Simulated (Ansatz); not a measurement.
In2O3:

```
In O
1.0
     2.74350    1.58396    4.83667
    -2.74350    1.58396    4.83667
     0.00000   -3.16792    4.83667
In O
4 6
Direct
  0.85731 0.85731 0.85731
  0.64269 0.64269 0.64269
  0.14269 0.14269 0.14269
  0.35731 0.35731 0.35731
  0.04800 0.75000 0.45200
  0.75000 0.45200 0.04800
  0.45200 0.04800 0.75000
  0.95200 0.25000 0.54800
  0.25000 0.54800 0.95200
  0.54800 0.95200 0.25000
```

Base run:

* Program: Ansatz 0.2.0
* Functional: r2SCAN
* Potentials or basis: Ansatz PAW
* Cutoff: 500 eV (not typed: the program's choice for these potentials)
* k mesh: 6 × 6 × 6
* Occupations: fermi-dirac, width 0.05 eV
* Spin: no spin polarisation

Its results: band gap on the k mesh 1.89 eV, indirect (least direct gap 1.91 eV); pressure 2.1 GPa; largest force 0.131 eV/Å.

The run is repeated on the same cell with these changes: functional from r2SCAN to PBEsol; cutoff from 500 eV (not typed: the program's choice for these potentials) to 420 eV (not typed: the program's choice for these potentials). What comes out?

Band gap on the k mesh 1.20 eV, indirect (least direct gap 1.25 eV); pressure 2.0 GPa; largest force 0.158 eV/Å.

r2SCAN gives the wider gap, since meta-GGAs in the generalised Kohn-Sham scheme recover part of the derivative discontinuity.

Caveats: spin-orbit coupling is left out, which moves the levels of the heavy elements; the PAW data sets come from PBE, with cores solved anew for the run's functional, which leaves a small shift of forces and pressure.
